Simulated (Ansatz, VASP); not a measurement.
Given: the input of a run of Ansatz 0.2.0 on Si.

File input.yaml:

```yaml
crystal:
  lattice:
    - [0.0, 2.7218511865, 2.7218511865]
    - [2.7218511865, 0.0, 2.7218511865]
    - [2.7218511865, 2.7218511865, 0.0]
  atoms:
    - { symbol: Si, position: [0.5, 0.5, 0.5] }
    - { symbol: Si, position: [0.75, 0.75, 0.75] }
kpoints:
  mp_grid: { grid: [8, 8, 8] }
scf:
  occupations: { method: fermi_dirac, width: 0.05 }
hamiltonian:
  xc: revpbe
  pseudopotentials: { kind: all_electron, lapw: { basis_error: 0.001 } }
output:
  forces: true
  stress: true
relax:
  f_tol: 0.02
  max_steps: 60
  cell: {}
```

Potentials or basis: all-electron LAPW, scalar-relativistic.

Run with:

```sh
$ ansatz run input.yaml --threads 1 --pin off --max-ram 3072MiB --backend cpu --events-out ev --progress --plain --runs-dir out
```

Problem. Set up the same calculation for VASP 6.6.1. Potentials there: VASP PAW PBE potentials, release 64 (Si).

Solution. As run (the cutoff follows the program's own potentials):

The input INCAR:

```
SYSTEM = Si
ALGO = Normal ; EDIFF = 1E-6
EDIFFG = -0.02 ; ENCUT = 600
GGA = RE ; IBRION = 2
ISIF = 3 ; ISMEAR = -1
LASPH = .True. ; LCHARG = .False.
LREAL = .False. ; LWAVE = .False.
NELM = 100 ; NSW = 80
PREC = Accurate ; SIGMA = 0.05
```

Contents of KPOINTS:

```
k-points
0
Gamma
  8 8 8
  0 0 0
```

The input POSCAR:

```
Si
1.0
    0.0000000000      2.7218511865      2.7218511865
    2.7218511865      0.0000000000      2.7218511865
    2.7218511865      2.7218511865      0.0000000000
Si
2
Direct
    0.5000000000      0.5000000000      0.5000000000
    0.7500000000      0.7500000000      0.7500000000
```

Potentials or basis: VASP PAW PBE potentials, release 64 (Si).

Launch:

```bash
$ cat potpaw_PBE.64/Si/POTCAR > POTCAR
$ mpirun -np 1 vasp_std > vasp.out
```

Both were run:

|  | VASP | Ansatz | Ansatz less VASP |
| --- | --- | --- | --- |
| relaxed volume (Å³/atom) | 20.68 | 20.72 | +0.034 |
| relaxed cell length with the largest relative difference (Å) | 3.882 | 3.884 | +0.0021 |
| energy change over the relaxation (meV/atom) | -4 | -4 | -0.6 |

Ansatz ran all-electron here, so the differences hold the error of VASP's frozen core and of both bases.

Caveats: the PAW data sets were made with another functional, which shifts forces and pressure a little (VASP). A k mesh can miss the band edges.
